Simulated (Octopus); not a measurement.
# ZrS (Fm-3m) in Octopus: reference runs

Aim: a first look at ZrS with PBEsol, on the cell as given.

All numbers are computed with Octopus 16.4; they aren't measurements. Logs are shortened: lines on timing, memory, paths and dates and some standing lists are left out, and cuts for length are marked.

## (1) The crystal as given

It takes space group Fm-3m (No. 225, cubic). The conventional cell has a = 5.250 Å, b = 5.250 Å, c = 5.250 Å, α = 90.00°, β = 90.00°, γ = 90.00°. Zr (site symmetry m-3m) has 6 S at 2.62 Å as nearest neighbours. S (site symmetry m-3m) has 6 Zr at 2.62 Å as nearest neighbours.

## (2) Single point, PBEsol

File inp:

```
CalculationMode = gs
UnitsOutput = eV_Angstrom
PeriodicDimensions = 3
ExperimentalFeatures = yes
PseudopotentialSet = pseudodojo_pbesol
%LatticeParameters
 1*angstrom | 1*angstrom | 1*angstrom
%
%LatticeVectors
 0 | 2.625 | 2.625
 2.625 | 0 | 2.625
 2.625 | 2.625 | 0
%
%ReducedCoordinates
 "Zr" | 0 | 0 | 0
 "S" | 0.5 | 0.5 | 0.5
%
%Spacing
 0.14849242*angstrom | 0.14849242*angstrom | 0.14849242*angstrom
%
DerivativesOrder = 8
%KPointsGrid
 9 | 9 | 9
%
KPointsUseSymmetries = yes
XCFunctional = gga_x_pbe_sol + gga_c_pbe_sol
SmearingFunction = fermi_dirac
Smearing = 0.05*eV
ExtraStates = 8
Eigensolver = chebyshev_filter
ConvRelDens = 3e-7
MaximumIter = 120
```

Potentials or basis: pseudodojo_pbesol (PseudoDojo 0.4, PBEsol).

The run is started by

```bash
OMP_NUM_THREADS=1 octopus > out.log
```

out.log:

```text
Running octopus

[... 13 lines left out ...]

Input: [AllElectronType = no]
Input: [PseudopotentialSet = pseudodojo_pbesol]
Reading Coordinates from ReducedCoordinates block

****************************** Species *******************************
  Species 'Zr'
    type             : pseudopotential
    file             : 'Zr.upf'
    file format      : UPF2
    valence charge   : 12.0
    atomic number    :  40
    form on file     : kleinman-bylander
    lmax             : 2
    llocal           : -1
    projectors per l : 2
    total projectors : 6
    application form : kleinman-bylander
    orbitals         : 10
    bound orbitals   : 10

  Species 'S'
    type             : pseudopotential
    file             : 'S.upf'
    file format      : UPF2
    valence charge   : 6.0
    atomic number    :  16
    form on file     : kleinman-bylander
    lmax             : 2
    llocal           : -1
    projectors per l : 2
    total projectors : 6
    application form : kleinman-bylander
    orbitals         :  4
    bound orbitals   :  4

**********************************************************************

***************************** Symmetries *****************************
Space group No.  225
International: Fm-3m
Schoenflies: Oh^5
Info: The system has    48 symmorphic symmetries that can be used.
  Index                Rotation matrix                      Fractional translations
    1 :     1   0   0     0   1   0     0   0   1      0.000000    0.000000    0.000000
    2 :    -1   0   0     0  -1   0     0   0  -1      0.000000    0.000000    0.000000
    3 :     1   0  -1     1   0   0     1  -1   0      0.000000    0.000000    0.000000
    4 :    -1   0   1    -1   0   0    -1   1   0      0.000000    0.000000    0.000000
    5 :     0   1  -1     1   0  -1     0   0  -1      0.000000    0.000000    0.000000
[... 269 lines left out ...]

#  State  KPoint  Eigenvalue [eV]  Occupation    Error
      1       1      -39.562319    2.000000   ( 3.4E-06)
      1       2      -39.559050    2.000000   ( 2.1E-05)
      1       3      -39.557968    2.000000   ( 1.9E-05)
      1       4      -39.554115    2.000000   ( 5.2E-05)
      1       5      -39.551372    2.000000   ( 5.7E-05)
      1       6      -39.550760    2.000000   ( 3.8E-05)
      1      10      -39.547008    2.000000   ( 5.8E-05)
      1       7      -39.545457    2.000000   ( 3.1E-05)
[... 23 lines left out ...]
     17       4       22.998089    0.000000   ( 1.4E-01)
     17       3       23.133009    0.000000   ( 1.1E-01)
     16       1       23.281918    0.000000   ( 1.3E-01)
     17      34       23.393520    0.000000   ( 1.5E-01)
     17       2       23.652619    0.000000   ( 1.4E-01)
     17       1       23.778170    0.000000   ( 1.5E-01)
     17       8       24.008406    0.000000   ( 1.5E-01)
     17       5       24.022960    0.000000   ( 1.5E-01)

Density of states:

------------------------%---------------------------------------------
------------------------%---------------------------------------------
------------------------%---------------------------------------------
------------------------%---------------------------------------------
------------------------%---------------------------------------------
------------------------%----------------------%--------%-------------
%-----------------------%----------------------%-------%%-------------
%-----------------------%------------%---------%------%%%%------------
%-----------------------%------------%--------%%%----%%%%%-%-%%%-%----
%----------------------%%------------%-------%%%%--%%%%%%%%%%%%%%%%---
                                                      ^

Fermi energy =     9.800297 eV

**********************************************************************

*********************** SCF CYCLE ITER #    2 ************************
 etot  = -1.67685957E+03 abs_ev   =  2.16E+00 rel_ev   =  1.35E-02
 ediff =        1.58E-01 abs_dens =  2.40E-01 rel_dens =  1.33E-02
Matrix vector products: 875
Converged eigenvectors: 0
[... 139 lines left out ...]
*********************** SCF CYCLE ITER #   14 ************************
 etot  = -1.67960756E+03 abs_ev   =  3.51E-05 rel_ev   =  2.18E-07
 ediff =        1.90E-06 abs_dens =  4.83E-07 rel_dens =  2.68E-08
Matrix vector products: 875
Converged eigenvectors: 34

#  State  KPoint  Eigenvalue [eV]  Occupation    Error
      1       1      -40.278838    2.000000   ( 1.4E-08)
      1       2      -40.275792    2.000000   ( 2.8E-08)
      1       3      -40.274784    2.000000   ( 2.8E-08)
      1       4      -40.271194    2.000000   ( 3.4E-08)
      1       5      -40.268638    2.000000   ( 2.4E-08)
      1       6      -40.268070    2.000000   ( 2.0E-08)
      1      10      -40.264568    2.000000   ( 2.1E-08)
      1       7      -40.263128    2.000000   ( 2.4E-08)
[... 23 lines left out ...]
     17      33       20.807562    0.000000   ( 1.9E-02)
     17      35       20.868964    0.000000   ( 2.2E-02)
     17       4       20.922460    0.000000   ( 2.5E-02)
     16       2       21.059834    0.000000   ( 1.3E-02)
     17       2       21.207950    0.000000   ( 3.2E-02)
     16       1       21.784298    0.000000   ( 5.7E-03)
     17       1       21.786088    0.000000   ( 1.1E-02)
     17       3       21.847878    0.000000   ( 3.0E-02)

Density of states:

------------------------%---------------------------------------------
------------------------%---------------------------------------------
------------------------%---------------------------------------------
------------------------%---------------------------------------------
------------------------%---------------------------------------------
------------------------%---------------------------------------------
------------------------%------------------------%-------%%-----------
%-----------------------%--------------%---------%-------%%%----%%----
%-----------------------%--------------%--------%%%----%%%%%-%-%%%%---
%-----------------------%--------------%-------%%%%---%%%%%%%%%%%%%---
                                                       ^

Fermi energy =     9.579170 eV

**********************************************************************

Info: SCF converged in   14 iterations

** Warning:
**   Some of the states are not fully converged!

Info: Number of matrix-vector products:      12250
Info: Finished writing information to 'restart/gs'.

Octopus emitted 18 warnings.
```

Run time: 4.3 min. Hardware: 1 thread of Intel Xeon Platinum 8259CL at 2.50GHz (Skylake/Cascade Lake), shared host; peak memory 0.64 GiB.

What came out:

| Property | Result |
| --- | --- |
| Free energy | -1679.6195 eV |
| Band gap on the k mesh | none (metal or under the smearing width) |

Levels at points of the mesh, in eV from the Fermi level:
```
           k point  band 6  band 7  band 8  band 9  band 10  band 11  band 12  band 13
(0.00, 0.00, 0.00)   -3.44   -3.44   -3.44   -1.31    -1.31    -1.31    -0.64    -0.64
```
